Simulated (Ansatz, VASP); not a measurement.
# KTaO3: VASP beside Ansatz

INCAR

```
SYSTEM = KTaO3
PREC = Accurate
ENCUT = 520
EDIFF = 1E-6
ISMEAR = 0
SIGMA = 0.02
LREAL = .False.
LASPH = .True.
NELM = 80
ALGO = Normal
ISIF = 2
LWAVE = .False.
LCHARG = .False.
GGA = PE
NBANDS = 27
```

File KPOINTS:

```
Automatic mesh
0
Gamma
  8 8 8
  0 0 0
```

POSCAR

```
KTaO3
1.0
    4.1542881295      0.0000000000      0.0000000000
    0.0000000000      4.1542881295      0.0000000000
    0.0000000000      0.0000000000      4.1542881295
K Ta O
1 1 3
Direct
    0.5000000000      0.5000000000      0.5000000000
    0.0000000000      0.0000000000      0.0000000000
    0.5000000000      0.0000000000      0.0000000000
    0.0000000000      0.5000000000      0.0000000000
    0.0000000000      0.0000000000      0.5000000000
```

Input for Ansatz:

```yaml
crystal:
  lattice:
    - [4.1542881295, 0.0, 0.0]
    - [0.0, 4.1542881295, 0.0]
    - [0.0, 0.0, 4.1542881295]
  atoms:
    - { symbol: K, position: [0.5, 0.5, 0.5] }
    - { symbol: Ta, position: [0.0, 0.0, 0.0] }
    - { symbol: O, position: [0.5, 0.0, 0.0] }
    - { symbol: O, position: [0.0, 0.5, 0.0] }
    - { symbol: O, position: [0.0, 0.0, 0.5] }
basis:
  ecutwfc: 420
kpoints:
  mp_grid: { grid: [8, 8, 8] }
hamiltonian:
  xc: pbe
scf:
  occupations: { method: gaussian, width: 0.02 }
output:
  forces: true
  stress: true
  eigenvalues: true
```

Alike in both runs: task single point; functional PBE; k mesh 8 × 8 × 8; occupations gaussian, width 0.02 eV; no spin polarisation.

|  | VASP | Ansatz |
| --- | --- | --- |
| version | VASP 6.6.1 | Ansatz 0.2.0 |
| potentials or method | VASP PAW PBE potentials, release 64 (K_sv, Ta_pv, O) | scalar-relativistic, plane waves, PAW |
| plane-wave cutoff (eV) | 520 | 420 |
| valence electrons in the cell | 38 | 40 |

Ansatz gave:

* gap on the k mesh at the Fermi level (eV): 1.93
* least direct gap on the mesh (eV): 2.57
* pressure (GPa): -14.5

Problem. Which values does VASP return?

Solution. gap on the k mesh at the Fermi level (eV): 1.89; least direct gap on the mesh (eV): 2.53; pressure (GPa): -14.1.

The two sets of potentials don't hold the same shells in valence.

Caveats: spin-orbit coupling is left out, which moves the levels of the heavy elements. A k mesh can miss the band edges. A hybrid or GW would open this gap; PBE tends to underestimate it.
